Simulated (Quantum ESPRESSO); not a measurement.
# Ti (Im-3m) in Quantum ESPRESSO: a series of runs, part 2 of 2

Quantum ESPRESSO 7.5.

## Step 3: Phonon dispersion, PBEsol

Contents of pw.in:

```
&CONTROL
  calculation = 'scf'
  prefix = 'pwscf'
  outdir = './tmp'
  pseudo_dir = './pseudo'
  tprnfor = .true.
  tstress = .true.
  disk_io = 'low'
/
&SYSTEM
  ibrav = 0
  nat = 1
  ntyp = 1
  ecutwfc = 45
  ecutrho = 360
  nbnd = 12
  occupations = 'smearing'
  smearing = 'mv'
  degauss = 0.01469973
/
&ELECTRONS
  conv_thr = 2d-10
  electron_maxstep = 120
  mixing_beta = 0.5
/
ATOMIC_SPECIES
Ti    47.8670 ti_pbesol_v1.4.uspp.F.UPF
CELL_PARAMETERS angstrom
  -1.6410000000    1.6410000000    1.6410000000
   1.6410000000   -1.6410000000    1.6410000000
   1.6410000000    1.6410000000   -1.6410000000
ATOMIC_POSITIONS angstrom
Ti     0.0000000000    0.0000000000    0.0000000000
K_POINTS automatic
12 12 12 0 0 0
```

Contents of relax.in:

```
&CONTROL
  calculation = 'vc-relax'
  prefix = 'pwscf'
  outdir = './tmp'
  pseudo_dir = './pseudo'
  tprnfor = .true.
  tstress = .true.
  disk_io = 'low'
  nstep = 40
  forc_conv_thr = 0.0001
  etot_conv_thr = 1d-06
/
&SYSTEM
  ibrav = 0
  nat = 1
  ntyp = 1
  ecutwfc = 45
  ecutrho = 360
  nbnd = 12
  occupations = 'smearing'
  smearing = 'mv'
  degauss = 0.01469973
/
&ELECTRONS
  conv_thr = 2d-10
  electron_maxstep = 120
  mixing_beta = 0.5
/
&IONS
  ion_dynamics = 'bfgs'
/
&CELL
  cell_dynamics = 'bfgs'
  press = 0
  press_conv_thr = 0.2
/
ATOMIC_SPECIES
Ti    47.8670 ti_pbesol_v1.4.uspp.F.UPF
CELL_PARAMETERS angstrom
  -1.6410000000    1.6410000000    1.6410000000
   1.6410000000   -1.6410000000    1.6410000000
   1.6410000000    1.6410000000   -1.6410000000
ATOMIC_POSITIONS angstrom
Ti     0.0000000000    0.0000000000    0.0000000000
K_POINTS automatic
12 12 12 0 0 0
```

Contents of scf2.in:

```
&CONTROL
  calculation = 'scf'
  prefix = 'pwscf'
  outdir = './tmp'
  pseudo_dir = './pseudo'
  tprnfor = .true.
  tstress = .true.
  disk_io = 'low'
/
&SYSTEM
  ibrav = 0
  nat = 1
  ntyp = 1
  ecutwfc = 45
  ecutrho = 360
  nbnd = 12
  occupations = 'smearing'
  smearing = 'mv'
  degauss = 0.01469973
/
&ELECTRONS
  conv_thr = 1d-13
  electron_maxstep = 120
  mixing_beta = 0.5
  startingpot = 'file'
  startingwfc = 'file'
/
ATOMIC_SPECIES
Ti    47.8670 ti_pbesol_v1.4.uspp.F.UPF
CELL_PARAMETERS angstrom
  -1.6038655470    1.6038655470    1.6038655470
   1.6038655470   -1.6038655470    1.6038655470
   1.6038655470    1.6038655470   -1.6038655470
ATOMIC_POSITIONS angstrom
Ti     0.0000000000    0.0000000000    0.0000000000
K_POINTS automatic
12 12 12 0 0 0
```

Contents of ph.in:

```
phonon_bands of Ti
&INPUTPH
  prefix = 'pwscf'
  outdir = './tmp'
  tr2_ph = 1d-18
  fildyn = 'dyn'
  niter_ph = 90
  alpha_mix(1) = 0.4
  ldisp = .true.
  nq1 = 3
  nq2 = 3
  nq3 = 3
/
```

Contents of q2r.in:

```
&INPUT
  fildyn = 'dyn'
  zasr = 'crystal'
  flfrc = 'fc'
/
```

Contents of matdyn.in:

```
&INPUT
  asr = 'crystal'
  flfrc = 'fc'
  flfrq = 'freq'
  q_in_cryst_coord = .true.
  flvec = ' '
/
80
 0.0000000000  0.0000000000  0.0000000000
 0.0312500000 -0.0312500000  0.0312500000
 0.0625000000 -0.0625000000  0.0625000000
 0.0937500000 -0.0937500000  0.0937500000
 0.1250000000 -0.1250000000  0.1250000000
 0.1562500000 -0.1562500000  0.1562500000
 0.1875000000 -0.1875000000  0.1875000000
 0.2187500000 -0.2187500000  0.2187500000
 0.2500000000 -0.2500000000  0.2500000000
 0.2812500000 -0.2812500000  0.2812500000
 0.3125000000 -0.3125000000  0.3125000000
 0.3437500000 -0.3437500000  0.3437500000
 0.3750000000 -0.3750000000  0.3750000000
 0.4062500000 -0.4062500000  0.4062500000
 0.4375000000 -0.4375000000  0.4375000000
 0.4687500000 -0.4687500000  0.4687500000
 0.5000000000 -0.5000000000  0.5000000000
 0.4545454545 -0.4545454545  0.5000000000
 0.4090909091 -0.4090909091  0.5000000000
 0.3636363636 -0.3636363636  0.5000000000
 0.3181818182 -0.3181818182  0.5000000000
 0.2727272727 -0.2727272727  0.5000000000
 0.2272727273 -0.2272727273  0.5000000000
 0.1818181818 -0.1818181818  0.5000000000
 0.1363636364 -0.1363636364  0.5000000000
 0.0909090909 -0.0909090909  0.5000000000
 0.0454545455 -0.0454545455  0.5000000000
 0.0000000000  0.0000000000  0.5000000000
 0.0000000000  0.0000000000  0.4583333333
 0.0000000000  0.0000000000  0.4166666667
 0.0000000000  0.0000000000  0.3750000000
 0.0000000000  0.0000000000  0.3333333333
 0.0000000000  0.0000000000  0.2916666667
 0.0000000000  0.0000000000  0.2500000000
 0.0000000000  0.0000000000  0.2083333333
 0.0000000000  0.0000000000  0.1666666667
 0.0000000000  0.0000000000  0.1250000000
 0.0000000000  0.0000000000  0.0833333333
 0.0000000000  0.0000000000  0.0416666667
 0.0000000000  0.0000000000  0.0000000000
 0.0166666667  0.0166666667  0.0166666667
 0.0333333333  0.0333333333  0.0333333333
 0.0500000000  0.0500000000  0.0500000000
 0.0666666667  0.0666666667  0.0666666667
 0.0833333333  0.0833333333  0.0833333333
 0.1000000000  0.1000000000  0.1000000000
 0.1166666667  0.1166666667  0.1166666667
 0.1333333333  0.1333333333  0.1333333333
 0.1500000000  0.1500000000  0.1500000000
 0.1666666667  0.1666666667  0.1666666667
 0.1833333333  0.1833333333  0.1833333333
 0.2000000000  0.2000000000  0.2000000000
 0.2166666667  0.2166666667  0.2166666667
 0.2333333333  0.2333333333  0.2333333333
 0.2500000000  0.2500000000  0.2500000000
 0.2666666667  0.2000000000  0.2666666667
 0.2833333333  0.1500000000  0.2833333333
 0.3000000000  0.1000000000  0.3000000000
 0.3166666667  0.0500000000  0.3166666667
 0.3333333333  0.0000000000  0.3333333333
 0.3500000000 -0.0500000000  0.3500000000
 0.3666666667 -0.1000000000  0.3666666667
 0.3833333333 -0.1500000000  0.3833333333
 0.4000000000 -0.2000000000  0.4000000000
 0.4166666667 -0.2500000000  0.4166666667
 0.4333333333 -0.3000000000  0.4333333333
 0.4500000000 -0.3500000000  0.4500000000
 0.4666666667 -0.4000000000  0.4666666667
 0.4833333333 -0.4500000000  0.4833333333
 0.5000000000 -0.5000000000  0.5000000000
 0.2500000000  0.2500000000  0.2500000000
 0.2222222222  0.2222222222  0.2777777778
 0.1944444444  0.1944444444  0.3055555556
 0.1666666667  0.1666666667  0.3333333333
 0.1388888889  0.1388888889  0.3611111111
 0.1111111111  0.1111111111  0.3888888889
 0.0833333333  0.0833333333  0.4166666667
 0.0555555556  0.0555555556  0.4444444444
 0.0277777778  0.0277777778  0.4722222222
 0.0000000000  0.0000000000  0.5000000000
```

Contents of matdyn_dos.in:

```
&INPUT
  asr = 'crystal'
  flfrc = 'fc'
  dos = .true.
  fldos = 'phdos'
  nk1 = 18
  nk2 = 18
  nk3 = 18
  deltaE = 1
  flvec = ' '
  flfrq = ' '
/
```

Contents of matdyn_mesh.in:

```
&INPUT
  asr = 'crystal'
  flfrc = 'fc'
  flfrq = 'mesh'
  q_in_cryst_coord = .true.
  flvec = ' '
/
1000
 0.05000000  0.05000000  0.05000000
 0.05000000  0.05000000  0.15000000
 0.05000000  0.05000000  0.25000000
[... 997 further points of the even 10 x 10 x 10 mesh, shifted by half a step ...]
```

Potentials or basis: GBRV 1.5 PBEsol.

The run is started by

```sh
OMP_NUM_THREADS=1 pw.x -in pw.in > pw.out
OMP_NUM_THREADS=1 pw.x -in relax.in > relax.out
OMP_NUM_THREADS=1 pw.x -in scf2.in > scf2.out
OMP_NUM_THREADS=1 ph.x -in ph.in > ph.out
OMP_NUM_THREADS=1 q2r.x -in q2r.in > q2r.out
OMP_NUM_THREADS=1 matdyn.x -in matdyn.in > matdyn.out
OMP_NUM_THREADS=1 matdyn.x -in matdyn_dos.in > matdyn_dos.out
OMP_NUM_THREADS=1 matdyn.x -in matdyn_mesh.in > matdyn_mesh.out
```

pw.out:

```text
This program is part of the open-source Quantum ESPRESSO suite
     for quantum simulation of materials; please cite
[... 9 lines left out ...]
     --------------------
     sticks:   dense  smooth     PW     G-vecs:    dense   smooth      PW
     Sum         781     391    155                13811     4897    1205

     Using Slab Decomposition

     bravais-lattice index     =            0
     lattice parameter (alat)  =       5.3712  a.u.
     unit-cell volume          =     119.2840 (a.u.)^3
     number of atoms/cell      =            1
     number of atomic types    =            1
     number of electrons       =        12.00
     number of Kohn-Sham states=           12
     kinetic-energy cutoff     =      45.0000  Ry
     charge density cutoff     =     360.0000  Ry
     scf convergence threshold =      2.0E-10
     mixing beta               =       0.5000
     number of iterations used =            8  plain     mixing
     Exchange-correlation= SLA  PW   PSX  PSC
                           (   1   4  10   8   0   0   0)

     celldm(1)=   5.371160  celldm(2)=   0.000000  celldm(3)=   0.000000
     celldm(4)=   0.000000  celldm(5)=   0.000000  celldm(6)=   0.000000

     crystal axes: (cart. coord. in units of alat)
               a(1) = (  -0.577350   0.577350   0.577350 )
               a(2) = (   0.577350  -0.577350   0.577350 )
               a(3) = (   0.577350   0.577350  -0.577350 )

     reciprocal axes: (cart. coord. in units 2 pi/alat)
               b(1) = ( -0.000000  0.866025  0.866025 )
               b(2) = (  0.866025 -0.000000  0.866025 )
               b(3) = (  0.866025  0.866025  0.000000 )

     PseudoPot. # 1 for Ti read from file:
     ti_pbesol_v1.4.uspp.F.UPF
     Pseudo is Ultrasoft + core correction, Zval = 12.0
     Generated by new atomic code, or converted to UPF format
     Using radial grid of  851 points,  6 beta functions with:
                l(1) =   0
                l(2) =   0
                l(3) =   1
                l(4) =   1
                l(5) =   2
                l(6) =   2
     Q(r) pseudized with  6 coefficients,  rinner =    1.000   1.000   1.000
                                                       1.000   1.000

     atomic species   valence    mass     pseudopotential
     Ti               12.00    47.86700     Ti( 1.00)

     48 Sym. Ops., with inversion, found

   Cartesian axes

     site n.     atom                  positions (alat units)
         1        Ti     tau(   1) = (   0.0000000   0.0000000   0.0000000  )

     number of k points=    72  Marzari-Vanderbilt smearing, width (Ry)=  0.0147
                       cart. coord. in units 2pi/alat
        k(    1) = (   0.0000000   0.0000000   0.0000000), wk =   0.0011574
        k(    2) = (   0.0721688   0.0721688   0.0000000), wk =   0.0138889
        k(    3) = (   0.1443376   0.1443376   0.0000000), wk =   0.0138889
        k(    4) = (   0.2165064   0.2165064   0.0000000), wk =   0.0138889
        k(    5) = (   0.2886751   0.2886751   0.0000000), wk =   0.0138889
        k(    6) = (   0.3608439   0.3608439   0.0000000), wk =   0.0138889
[... 64 lines left out ...]
        k(   71) = (  -0.8660254  -0.0721688  -0.0721688), wk =   0.0138889
        k(   72) = (  -0.8660254  -0.8660254  -0.8660254), wk =   0.0011574

     Dense  grid:    13811 G-vectors     FFT dimensions: (  36,  36,  36)

     Smooth grid:     4897 G-vectors     FFT dimensions: (  24,  24,  24)

     Check: negative core charge=   -0.000016

     Initial potential from superposition of free atoms

     starting charge      11.0000, renormalised to      12.0000

     negative rho (up, down):  5.982E-04 0.000E+00
     Starting wfcs are   10 randomized atomic wfcs +    2 random wfcs

     Self-consistent Calculation

     iteration #  1     ecut=    45.00 Ry     beta= 0.50
     Davidson diagonalization with overlap
     ethr =  1.00E-02,  avg # of iterations =  4.7

     negative rho (up, down):  1.143E-03 0.000E+00

     total energy              =    -118.94075282 Ry
     estimated scf accuracy    <       0.71382236 Ry

     iteration #  2     ecut=    45.00 Ry     beta= 0.50
     Davidson diagonalization with overlap
     ethr =  5.95E-03,  avg # of iterations =  2.1

     negative rho (up, down):  4.950E-04 0.000E+00

     total energy              =    -119.12801256 Ry
     estimated scf accuracy    <       0.03689791 Ry

     iteration #  3     ecut=    45.00 Ry     beta= 0.50
     Davidson diagonalization with overlap
     ethr =  3.07E-04,  avg # of iterations =  1.9

     negative rho (up, down):  4.070E-04 0.000E+00

     total energy              =    -119.13562811 Ry
     estimated scf accuracy    <       0.00029445 Ry

     iteration #  4     ecut=    45.00 Ry     beta= 0.50
     Davidson diagonalization with overlap
     ethr =  2.45E-06,  avg # of iterations =  4.1
[... 28 lines left out ...]
     negative rho (up, down):  4.042E-04 0.000E+00

     total energy              =    -119.13569381 Ry
     estimated scf accuracy    <       0.00000002 Ry

     iteration #  8     ecut=    45.00 Ry     beta= 0.50
     Davidson diagonalization with overlap
     ethr =  1.33E-10,  avg # of iterations =  2.0

     negative rho (up, down):  4.042E-04 0.000E+00

     total energy              =    -119.13569381 Ry
     estimated scf accuracy    <          2.5E-10 Ry

     iteration #  9     ecut=    45.00 Ry     beta= 0.50
     Davidson diagonalization with overlap
     ethr =  2.11E-12,  avg # of iterations =  2.0

     negative rho (up, down):  4.042E-04 0.000E+00

     End of self-consistent calculation

          k = 0.0000 0.0000 0.0000 (   603 PWs)   bands (ev):

   -43.5478 -19.5280 -19.5280 -19.5280   6.8467  13.7254  13.7254  13.7254
    15.4659  15.4659  30.0514  30.0514

          k = 0.0722 0.0722 0.0000 (   613 PWs)   bands (ev):

   -43.5394 -19.5731 -19.5419 -19.5282   7.0797  13.6202  13.6928  13.8949
    15.3485  15.4726  29.6552  30.0038

          k = 0.1443 0.1443 0.0000 (   613 PWs)   bands (ev):

   -43.5166 -19.6951 -19.5799 -19.5289   7.7416  13.3452  13.5227  14.3814
    15.1712  15.5010  28.3815  29.5000

          k = 0.2165 0.2165 0.0000 (   607 PWs)   bands (ev):

   -43.4852 -19.8586 -19.6313 -19.5299   8.7032  12.9950  13.2029  15.1143
    15.1798  15.5651  26.3422  28.3705

          k = 0.2887 0.2887 0.0000 (   606 PWs)   bands (ev):

   -43.4536 -20.0188 -19.6823 -19.5309   9.6703  12.6698  13.0698  15.3225
    15.6614  15.9559  24.0691  27.1811

          k = 0.3608 0.3608 0.0000 (   604 PWs)   bands (ev):

   -43.4304 -20.1340 -19.7194 -19.5317  10.2148  12.4452  13.4632  15.4351
    15.7552  16.6738  22.1637  26.3392
[... 311 lines left out ...]
          k =-0.7939-0.0722-0.1443 (   623 PWs)   bands (ev):

   -43.3506 -19.9990 -19.9556 -19.8794  11.0269  11.0587  15.0829  15.9240
    16.4785  19.9208  21.7846  21.9205

          k = 0.0000 0.0000 0.7217 (   618 PWs)   bands (ev):

   -43.3457 -19.9741 -19.9428 -19.9428  10.8976  10.9598  15.8869  15.8869
    16.4012  19.4235  22.1577  22.1577

          k =-0.8660-0.0722-0.0722 (   610 PWs)   bands (ev):

   -43.3395 -19.9880 -19.9585 -19.9456  10.8209  10.8225  16.0873  16.1794
    16.6442  20.6416  20.9742  21.5869

          k =-0.8660-0.8660-0.8660 (   610 PWs)   bands (ev):

   -43.3336 -19.9743 -19.9743 -19.9743  10.7013  10.7013  16.6217  16.6217
    16.6217  20.9499  20.9499  20.9499

     the Fermi energy is    12.7491 ev

!    total energy              =    -119.13569381 Ry
     estimated scf accuracy    <          7.0E-11 Ry
     smearing contrib. (-TS)   =       0.00023118 Ry
     internal energy E=F+TS    =    -119.13592500 Ry

     The total energy is F=E-TS. E is the sum of the following terms:
     one-electron contribution =     -41.22956136 Ry
     hartree contribution      =      24.44255902 Ry
     xc contribution           =     -17.85315344 Ry
     ewald contribution        =     -84.49576921 Ry

     convergence has been achieved in   9 iterations

     negative rho (up, down):  4.042E-04 0.000E+00

     Forces acting on atoms (cartesian axes, Ry/au):

     atom    1 type  1   force =     0.00000000    0.00000000    0.00000000

     Total force =     0.000000     Total SCF correction =     0.000000

     Computing stress (Cartesian axis) and pressure

     negative rho (up, down):  4.042E-04 0.000E+00
          total   stress  (Ry/bohr**3)                   (kbar)     P=      -69.51
  -0.00047252  -0.00000000   0.00000000          -69.51       -0.00        0.00
  -0.00000000  -0.00047252   0.00000000           -0.00      -69.51        0.00
   0.00000000  -0.00000000  -0.00047252            0.00       -0.00      -69.51

=------------------------------------------------------------------------------=
   JOB DONE.
=------------------------------------------------------------------------------=
```

It took 16 min on 1 thread of Arm Neoverse V2, shared host; peak memory 0.09 GiB.

Results:

```
Free energy                            : -1620.9504 eV
Relaxed volume                         : 16.50 Å³/atom
Relaxed cell                           : a = 2.778 Å, b = 2.778 Å, c = 2.778 Å, α = 109.47°, β = 109.47°, γ = 109.47°
Space group after relaxing (to 0.05 Å) : Im-3m (No. 229)
Pressure after relaxing                : 0.0 GPa
Band gap on the k mesh                 : none (metal or under the smearing width)
Highest phonon frequency               : 232 cm⁻¹
Most unstable mode                     : 138i cm⁻¹
```

Step by step:
```csv
step,energy change (eV),largest force (eV/Å),pressure (GPa),volume (Å³)
1,0.0000,0.0000,-6.95,17.68
2,-0.0205,0.0000,-3.56,17.06
3,-0.0267,0.0000,0.35,16.45
4,-0.0268,0.0000,-0.01,16.50
5,-0.0268,0.0000,-0.01,16.50
```

Final structure:
```yaml
crystal:
  lattice:
    - [-1.60387, 1.60387, 1.60387]
    - [1.60387, -1.60387, 1.60387]
    - [1.60387, 1.60387, -1.60387]
  atoms:
    - { symbol: Ti, position: [0.00000, 0.00000, 0.00000] }
```

Levels at points of the mesh, in eV from the Fermi level:
| k point | band 4 | band 5 | band 6 | band 7 | band 8 | band 9 |
| --- | --- | --- | --- | --- | --- | --- |
| (0.00, 0.00, 0.00) | -32.05 | -6.03 | 1.04 | 1.04 | 1.04 | 2.94 |
| (0.00, 0.00, -0.50) | -32.06 | -2.58 | -0.45 | 1.31 | 2.94 | 3.31 |
| (-0.50, -0.50, -0.50) | -32.60 | -2.28 | -2.28 | 4.22 | 4.22 | 4.22 |

Phonon frequencies in cm⁻¹ (negative: imaginary):
```csv
q point,frequencies
"(0.000, 0.000, 0.000)",0 0 0
"(0.219, -0.219, 0.219)",142 143 143
"(0.438, -0.438, 0.438)",227 227 227
"(0.273, -0.273, 0.500)",188 199 205
"(0.000, 0.000, 0.458)",-123 126 194
"(0.000, 0.000, 0.167)",-87 75 134
"(0.050, 0.050, 0.050)",-46 -46 116
"(0.167, 0.167, 0.167)",-122 -122 182
"(0.283, 0.150, 0.283)",-126 -65 -65
"(0.400, -0.200, 0.400)",189 189 189
"(0.250, 0.250, 0.250)",-107 -107 -107
"(0.056, 0.056, 0.444)",-127 114 182
```

Phonon frequencies at the corners of the path (cm⁻¹, interpolated; i marks imaginary ones):
```csv
point,frequencies
Γ,0 0 0
H,232 232 232
N,123i 127 193
P,107i 107i 107i
```

Phonon states per cell in windows of 20 cm⁻¹ (negative: imaginary):
```tsv
from (cm⁻¹)	total
-140	0.15
-120	0.19
-100	0.14
-80	0.10
-60	0.07
-40	0.05
-20	0.05
0	0.05
20	0.06
40	0.08
60	0.11
80	0.15
100	0.20
120	0.23
140	0.22
160	0.29
180	0.65
200	0.18
220	0.04
```

Caveat: some modes are imaginary; the q mesh is small, so phonon branches between its points and thermal values are rough.
